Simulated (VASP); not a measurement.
# CdTe (F-43m) in VASP: further runs

The runs below take CdTe through single point, with RPBE+D3(BJ), revPBE+D4.

All numbers are computed with VASP 6.6.1; they aren't measurements. Logs are shortened: lines on timing, memory, paths and dates and some standing lists are left out, and cuts for length are marked.

**Measured values to compare with.**

A printed reference work, data compilation reports, for a bulk crystal of CdTe at 0 K: band gap 1.607 eV.

The runs below are set against these values where they give the same quantity.

**1. The cell of the first run**

The structure is cubic, space group F-43m (No. 216). Conventional cell: a = 6.367 Å, b = 6.367 Å, c = 6.367 Å, α = 90.00°, β = 90.00°, γ = 90.00°. Within 3.6 Å of Te (site symmetry -43m) lie 4 Cd at 2.76 Å. Within 3.6 Å of Cd (site symmetry -43m) lie 4 Te at 2.76 Å.

**2. Single point, RPBE+D3(BJ)**

File INCAR:

```
ALGO = Normal
EDIFF = 1E-7
ENCUT = 520
GGA = RP
ISIF = 2
ISMEAR = -1
IVDW = 12
LASPH = T
LCHARG = F
LREAL = F
LWAVE = F
NBANDS = 16
NELM = 80
PREC = Accurate
SIGMA = 0.05
```

File KPOINTS:

```
k-points
0
Gamma
  7 7 7
```

File POSCAR:

```
CdTe
1.0
    0.0000000000      3.1834892848      3.1834892848
    3.1834892848      0.0000000000      3.1834892848
    3.1834892848      3.1834892848      0.0000000000
Te Cd
1 1
Direct
    0.7500000000      0.7500000000      0.7500000000
    0.0000000000      0.0000000000      0.0000000000
```

Potentials or basis: VASP PAW PBE potentials, release 64 (Te, Cd).

Run with:

```bash
> cat potpaw_PBE.64/Te/POTCAR potpaw_PBE.64/Cd/POTCAR > POTCAR
> mpirun -np 1 vasp_std > vasp.out
```

OUTCAR:

```text
EDIFF = 1E-7
   ENCUT = 520
   GGA = RP
   ISIF = 2
   ISMEAR = -1
   IVDW = 12
   LASPH = T
   LREAL = F
   NELM = 80
   PREC = Accurate
 IVDW          = 12

 ion  position               nearest neighbor table
   1  0.750  0.750  0.750-   2 2.76   2 2.76   2 2.76   2 2.76
   2  0.000  0.000  0.000-   1 2.76   1 2.76   1 2.76   1 2.76

  LATTYP: Found a face centered cubic cell.
 ALAT       =     6.3669785696

  Lattice vectors:

 A1 = (   0.0000000000,   3.1834892848,   3.1834892848)
 A2 = (   3.1834892848,   0.0000000000,   3.1834892848)
 A3 = (   3.1834892848,   3.1834892848,   0.0000000000)

Analysis of symmetry for initial positions (statically):
=====================================================================
 Subroutine PRICEL returns:
 Original cell was already a primitive cell.

 Routine SETGRP: Setting up the symmetry group for a
 face centered cubic supercell.

 Subroutine GETGRP returns: Found 24 space group operations
 (whereof 24 operations were pure point group operations)
 out of a pool of 48 trial point group operations.

The static configuration has the point symmetry T_d .

Analysis of symmetry for dynamics (positions and initial velocities):
=====================================================================
 Subroutine PRICEL returns:
 Original cell was already a primitive cell.

 Routine SETGRP: Setting up the symmetry group for a
 face centered cubic supercell.

 Subroutine GETGRP returns: Found 24 space group operations
 (whereof 24 operations were pure point group operations)
 out of a pool of 48 trial point group operations.

The dynamic configuration has the point symmetry T_d .

 Subroutine INISYM returns: Found 24 space group operations
 (whereof 24 operations are pure point group operations),
 and found     1 'primitive' translations

----------------------------------------------------------------------------------------

                                     Primitive cell

  volume of cell :      64.5268

  direct lattice vectors                    reciprocal lattice vectors
     0.000000000  3.183489285  3.183489285    -0.157060368  0.157060368  0.157060368
     3.183489285  0.000000000  3.183489285     0.157060368 -0.157060368  0.157060368
     3.183489285  3.183489285  0.000000000     0.157060368  0.157060368 -0.157060368

  length of vectors
     4.502133722  4.502133722  4.502133722     0.272036538  0.272036538  0.272036538

  position of ions in fractional coordinates (direct lattice)
     0.750000000  0.750000000  0.750000000
     0.000000000  0.000000000  0.000000000

  ion indices of the primitive-cell ions
   primitive index   ion index
                 1           1
                 2           2

----------------------------------------------------------------------------------------

 KPOINTS: k-points

Automatic generation of k-mesh.
 Grid dimensions read from file:
 generate k-points for:    7    7    7

 Generating k-lattice:

  Cartesian coordinates                     Fractional coordinates (reciprocal lattice)
    -0.022437195  0.022437195  0.022437195     0.142857143  0.000000000  0.000000000
     0.022437195 -0.022437195  0.022437195     0.000000000  0.142857143  0.000000000
     0.022437195  0.022437195 -0.022437195     0.000000000  0.000000000  0.142857143

  Length of vectors
     0.038862363  0.038862363  0.038862363

  Shift w.r.t. Gamma in fractional coordinates (k-lattice)
     0.000000000  0.000000000  0.000000000

 Subroutine IBZKPT returns following result:
 ===========================================

 Found     20 irreducible k-points:

 Following reciprocal coordinates:
            Coordinates               Weight
  0.000000  0.000000  0.000000      1.000000
  0.142857  0.000000  0.000000      8.000000
  0.285714  0.000000  0.000000      8.000000
  0.428571  0.000000  0.000000      8.000000
  0.142857  0.142857  0.000000      6.000000
  0.285714  0.142857  0.000000     24.000000
[... 12 lines left out ...]
 -0.428571  0.428571  0.142857     24.000000
 -0.285714  0.428571  0.142857     24.000000
   k-points           NKPTS =     20   k-points in BZ     NKDIM =     20   number of bands    NBANDS=     16
   number of dos      NEDOS =    301   number of ions     NIONS =      2
   total plane-waves  NPLWV =  46656
   dimension x,y,z NGX =    36 NGY =   36 NGZ =   36
   dimension x,y,z NGXF=    72 NGYF=   72 NGZF=   72
   ions per type =               1   1
   NGX,Y,Z   is equivalent  to a cutoff of  13.29, 13.29, 13.29 a.u.
   NGXF,Y,Z  is equivalent  to a cutoff of  26.59, 26.59, 26.59 a.u.
 SYSTEM =  unknown system
   PREC   = accura    normal or accurate (medium, high low for compatibility)
   ISTART =      0    job   : 0-new  1-cont  2-samecut
   ICHARG =      2    charge: 1-file 2-atom 10-const
   ISPIN  =      1    spin polarized calculation?
   LNONCOLLINEAR =      F non collinear calculations
   LSORBIT =      F    spin-orbit coupling
   LASPH  =      T    aspherical Exc in radial PAW
   ENCUT  =  520.0 eV  38.22 Ry    6.18 a.u.   8.37  8.37  8.37*2*pi/ulx,y,z
   NELM   =     80;   NELMIN=  2; NELMDL= -5     # of ELM steps
   EDIFF  = 0.1E-06   stopping-criterion for ELM
   LREAL  =      F    real-space projection
   EDIFFG = 0.1E-05   stopping-criterion for IOM
   NSW    =      0    number of steps for IOM
   IBRION =     -1    ionic relax: 0-MD 1-quasi-New 2-CG
   NFREE  =      0    steps in history (QN), initial steepest desc. (CG)
   ISIF   =      2    stress and relaxation
   ISYM   =      2    0-nonsym 1-usesym 2-fastsym
   POTIM  = 0.5000    time-step for ionic-motion
   TEBEG  =    0.0;   TEEND  =   0.0 temperature during run
   PSTRESS=    0.0 pullay stress
   NELECT =      18.0000    total number of electrons
   NUPDOWN=      -1.0000    fix difference up-down
   EMIN   =  10.00;   EMAX   =-10.00  energy-range for DOS
   EFERMI =   0.00;   METHOD = LEGACY
   ISMEAR =    -1;   SIGMA  =   0.05  broadening in eV -4-tet -1-fermi 0-gaus
   EFERMI_NEDOS =   21; number of points for ismear=-14 and -15
   IALGO  =     38    algorithm
   IMIX   =      4    mixing-type and parameters
     AMIX     =   0.40;   BMIX     =  1.00
     AMIX_MAG =   1.60;   BMIX_MAG =  1.00
  volume/ion in A,a.u.               =      32.26       217.72
  Fermi-wavevector in a.u.,A,eV,Ry     =   1.069676  2.021395 15.567880  1.144207
  Thomas-Fermi vector in A             =   2.205363
   LORBIT       =      0    0 simple, 1 ext, 2 COOP (PROOUT), +10 PAW based schemes
   GGA     = RP    functional components
   LHFCALC =     F    Hartree Fock is set to
   AEXX    =    0.0000 exact exchange contribution
   IVDW    =    12    specifies the selected vdW correction
   LEPSILON=     F    determine dielectric tensor
   LRPA    =     F    only Hartree local field effects (RPA)
 non-spin polarized calculation
  energy-cutoff  :      520.00
  volume of cell :       64.53
 maximum number of plane-waves:      1807
 NGX is ok and might be reduce to    36
   NGX = 17   NGY = 17   NGZ = 17

 number of electron      18.0000001 magnetization

 Free energy of the ion-electron system (eV)
  ---------------------------------------------------
  ext. energy  EPLUGINS =         0.00000000
  ---------------------------------------------------
  free energy    TOTEN  =        -3.96720734 eV

  energy without entropy =       -3.96720709  energy(sigma->0) =       -3.96720721

 E-fermi :   3.5349     XC(G=0):  -8.6168

 val. band max:        2.9615139133   @ k =   0.0000   0.0000   0.0000
 cond. band min:       4.0473327784   @ k =   0.0000   0.0000   0.0000
 fundamental gap:      1.0858188650
 Fermi energy:         3.5349008004

 k-point     1 :       0.0000    0.0000    0.0000
  band No.  band energies     occupation
      1      -8.4888      2.00000
      2      -5.5292      2.00000
      3      -5.5292      2.00000
      4      -5.5292      2.00000
      5      -5.2291      2.00000
      6      -5.2291      2.00000
[... 8 lines left out ...]
     15      12.4078      0.00000
     16      12.4078      0.00000

 k-point     2 :       0.1429    0.0000    0.0000
  band No.  band energies     occupation
      1      -8.4058      2.00000
      2      -5.5128      2.00000
      3      -5.5128      2.00000
      4      -5.4641      2.00000
      5      -5.2304      2.00000
      6      -5.2304      2.00000
[... 8 lines left out ...]
     15      11.6091      0.00000
     16      11.6091      0.00000

 k-point     3 :       0.2857    0.0000    0.0000
  band No.  band energies     occupation
      1      -8.2188      2.00000
      2      -5.4799      2.00000
      3      -5.4799      2.00000
      4      -5.2364      2.00000
      5      -5.2285      2.00000
      6      -5.2285      2.00000
[... 8 lines left out ...]
     15      11.6406      0.00000
     16      11.6406      0.00000

 k-point     4 :       0.4286    0.0000    0.0000
  band No.  band energies     occupation
      1      -8.0719      2.00000
      2      -5.4589      2.00000
      3      -5.4589      2.00000
      4      -5.2204      2.00000
      5      -5.2204      2.00000
      6      -4.8973      2.00000
[... 8 lines left out ...]
     15      12.9129      0.00000
     16      12.9129      0.00000
[... 248 lines left out ...]
 k-point    18 :      -0.4286    0.2857    0.1429
  band No.  band energies     occupation
      1      -7.9856      2.00000
      2      -5.4208      2.00000
      3      -5.4073      2.00000
      4      -5.2588      2.00000
      5      -5.2212      2.00000
      6      -4.7439      2.00000
[... 8 lines left out ...]
     15      13.1643      0.00000
     16      14.1002      0.00000

 k-point    19 :      -0.4286    0.4286    0.1429
  band No.  band energies     occupation
      1      -7.9406      2.00000
      2      -5.3833      2.00000
      3      -5.3780      2.00000
      4      -5.2945      2.00000
      5      -5.2095      2.00000
      6      -4.6725      2.00000
[... 8 lines left out ...]
     15      13.9555      0.00000
     16      14.7306      0.00000

 k-point    20 :      -0.2857    0.4286    0.1429
  band No.  band energies     occupation
      1      -7.9303      2.00000
      2      -5.3971      2.00000
      3      -5.3804      2.00000
      4      -5.2654      2.00000
      5      -5.2262      2.00000
      6      -4.5928      2.00000
[... 8 lines left out ...]
     15      13.3315      0.00000
     16      15.3200      0.00000

------------------------ aborting loop because EDIFF is reached ----------------------------------------

 Edisp (eV)   -3.14103

 E8    (eV) :    -2.0399

  FORCE on cell =-STRESS in cart. coord.  units (eV):
  Direction    XX          YY          ZZ          XY          YZ          ZX
  --------------------------------------------------------------------------------------
  -------------------------------------------------------------------------------------
  Total      -0.77598    -0.77598    -0.77598     0.00000     0.00000     0.00000
  in kB     -19.26727   -19.26727   -19.26727     0.00000     0.00000     0.00000
  external pressure =      -19.27 kB  Pullay stress =        0.00 kB

 VOLUME and BASIS-vectors are now :
 -----------------------------------------------------------------------------
  energy-cutoff  :      520.00
  volume of cell :       64.53
      direct lattice vectors                 reciprocal lattice vectors
     0.000000000  3.183489285  3.183489285    -0.157060368  0.157060368  0.157060368
     3.183489285  0.000000000  3.183489285     0.157060368 -0.157060368  0.157060368
     3.183489285  3.183489285  0.000000000     0.157060368  0.157060368 -0.157060368

 POSITION                                       TOTAL-FORCE (eV/Angst)
 -----------------------------------------------------------------------------------
      4.77523      4.77523      4.77523         0.000000     -0.000000      0.000000
      0.00000      0.00000      0.00000        -0.000000      0.000000     -0.000000
 -----------------------------------------------------------------------------------
    total drift:                                0.000001      0.000001      0.000000

  FREE ENERGIE OF THE ION-ELECTRON SYSTEM (eV)
  ---------------------------------------------------
  free  energy   TOTEN  =        -7.1082393456 eV

  energy  without entropy=       -7.1082390960  energy(sigma->0) =       -7.10823922
```

It took 18 s on 1 thread of AMD EPYC 9R45 (Zen 5), shared host; peak memory 0.19 GiB.

What came out:

| Property | Result |
| --- | --- |
| Free energy | -7.1082 eV |
| Pressure | -1.9 GPa |
| Band gap on the k mesh | 1.09 eV, direct |
| Dispersion energy per atom | -1.571 eV |

Caveat: the PAW data sets were made with another functional, which shifts forces and pressure a little; spin-orbit coupling is left out, which moves the levels of the heavy elements.

(Part 1 of 3 ends here.)
